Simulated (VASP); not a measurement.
# GaAs in VASP 6.6.1, single-point calculation

INCAR

```
NELM = 120
GGA = PE
NSW = 0
ISMEAR = -1
EDIFF = 1E-5
PREC = Accurate
NBANDS = 16
SIGMA = 0.02
IBRION = -1
LWAVE = .FALSE.
ISPIN = 2
LCHARG = .FALSE.
ISIF = 2
MAGMOM = 2 2
ENCUT = 520
LASPH = .TRUE.
LREAL = .FALSE.
```

KPOINTS

```
KPOINTS created by Atomic Simulation Environment
0
Gamma
8 8 8
0 0 0
```

POSCAR

```
Ga As
 1.0000000000000000
     0.0000000000000000    2.9866362998999998    2.8330831910000001
     2.9866362998999998    0.0000000000000000    2.8330831910000001
     2.9866362998999998    2.9866362998999998    0.0000000000000000
 Ga  As
   1   1
Cartesian
  0.0000000000000000  0.0000000000000000  0.0000000000000000
  1.4933181499499997  1.4933181499499997  1.4165415955000000
```

The recommended PBE PAW datasets give the neutral cell 18 valence electrons.

Command

```
mpirun -np 1 vasp_std
```

OSZICAR

```
N       E                     dE             d eps       ncg     rms          rms(c)
DAV:   1     0.831566618292E+02    0.83157E+02   -0.89911E+03  3904   0.148E+03
DAV:   2    -0.219211785296E+00   -0.83376E+02   -0.80006E+02  4384   0.305E+02
DAV:   3    -0.671169271173E+01   -0.64925E+01   -0.64723E+01  4616   0.655E+01
DAV:   4    -0.681743515442E+01   -0.10574E+00   -0.10573E+00  4640   0.935E+00
DAV:   5    -0.681899074099E+01   -0.15556E-02   -0.15555E-02  4752   0.101E+00    0.136E+01
DAV:   6    -0.810323349351E+01   -0.12842E+01   -0.58792E-01  4648   0.942E+00    0.525E+00
DAV:   7    -0.822619622067E+01   -0.12296E+00   -0.13394E-01  4344   0.372E+00    0.118E+00
DAV:   8    -0.822254984797E+01    0.36464E-02   -0.20926E-02  4208   0.101E+00    0.555E-01
DAV:   9    -0.822459709841E+01   -0.20473E-02   -0.44460E-03  4944   0.487E-01    0.203E-01
DAV:  10    -0.822513234036E+01   -0.53524E-03   -0.12966E-03  4544   0.286E-01    0.749E-02
DAV:  11    -0.822520620614E+01   -0.73866E-04   -0.21124E-04  4912   0.157E-01    0.345E-02
DAV:  12    -0.822526931641E+01   -0.63110E-04   -0.57340E-05  4464   0.696E-02    0.147E-02
DAV:  13    -0.822528365885E+01   -0.14342E-04   -0.28469E-05  4488   0.398E-02    0.584E-03
DAV:  14    -0.822528236337E+01    0.12955E-05   -0.21019E-06  3496   0.134E-02
   1 F= -.82252824E+01 E0= -.82252795E+01  d E =-.563555E-05  mag=    -0.0000
```

It converged. Results: pressure -3.2 GPa; magnetic moment of the cell 0.00 μB.

For comparison, a separate PBE run of the intended cell, on usual settings and not on those above, gives a gap of 0.25 eV on its mesh and a pressure of -3.2 GPa.

The run above took about 82 s on one core of a shared host (Intel Xeon Platinum 8488C) and held 0.25 GiB at most.
